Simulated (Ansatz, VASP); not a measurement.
**Fe: VASP beside Ansatz**

File INCAR:

```
PREC     = Accurate       # precision mode
ENCUT    = 520            # plane-wave cutoff, eV
EDIFF    = 1E-7           # SCF threshold, eV
ISMEAR   = -1             # smearing method
SIGMA    = 0.05           # smearing width, eV
LREAL    = F              # projectors in reciprocal space
LASPH    = T              # aspherical terms in the spheres
NELM     = 150            # most SCF steps
ALGO     = Normal         # electronic algorithm
ISIF     = 2              # what is computed and relaxed
LWAVE    = F              # write WAVECAR
LCHARG   = F              # write CHGCAR
ISPIN    = 2              # spin polarisation
MAGMOM   = 3              # initial moments
LORBIT   = 11             # projections on sites
LMAXMIX  = 4              # l up to which the mixer works
GGA      = PE             # functional
NBANDS   = 14             # bands
```

KPOINTS

```
Automatic mesh
0
Gamma
  20 20 20
```

POSCAR

```
Fe
1.0
   -1.4390000000      1.4390000000      1.4390000000
    1.4390000000     -1.4390000000      1.4390000000
    1.4390000000      1.4390000000     -1.4390000000
Fe
1
Direct
    0.0000000000      0.0000000000      0.0000000000
```

Input for Ansatz:

```yaml
crystal:
  lattice:
    - [-1.439, 1.439, 1.439]
    - [1.439, -1.439, 1.439]
    - [1.439, 1.439, -1.439]
  atoms:
    - { symbol: Fe, position: [0.0, 0.0, 0.0], spin: 3.0 }
magnetization:
  spin_polarized: true
kpoints:
  mp_grid: { grid: [20, 20, 20] }
scf:
  occupations: { method: fermi_dirac, width: 0.05 }
hamiltonian:
  xc: pbe
  pseudopotentials: { kind: all_electron, lapw: { basis_error: 0.01 } }
output:
  forces: true
  stress: true
  eigenvalues: true
```

Alike in both runs: task single point; functional PBE; k mesh 20 × 20 × 20; occupations fermi-dirac, width 0.05 eV; collinear spin.

|  | VASP | Ansatz |
| --- | --- | --- |
| version | VASP 6.6.1 | Ansatz 0.2.0 |
| potentials or method | VASP PAW PBE potentials, release 64 (Fe) | all-electron LAPW, scalar-relativistic |
| plane-wave cutoff (eV) | 520 | see its input |

Ansatz gave:

| Property | Result |
| --- | --- |
| pressure (GPa) | -8.4 |
| net moment per atom (μB) | 2.24 |
| size of the moment on the site where the two differ most (μB) | 2.30 |

Task: What did VASP give for the same quantities?

Result: Pressure (GPa): -8.1; net moment per atom (μB): 2.27; size of the moment on the site where the two differ most (μB): 2.28.

Site moments also hang on the region over which each program counts them. Ansatz ran all-electron here, so the differences hold the error of VASP's frozen core and of both bases.
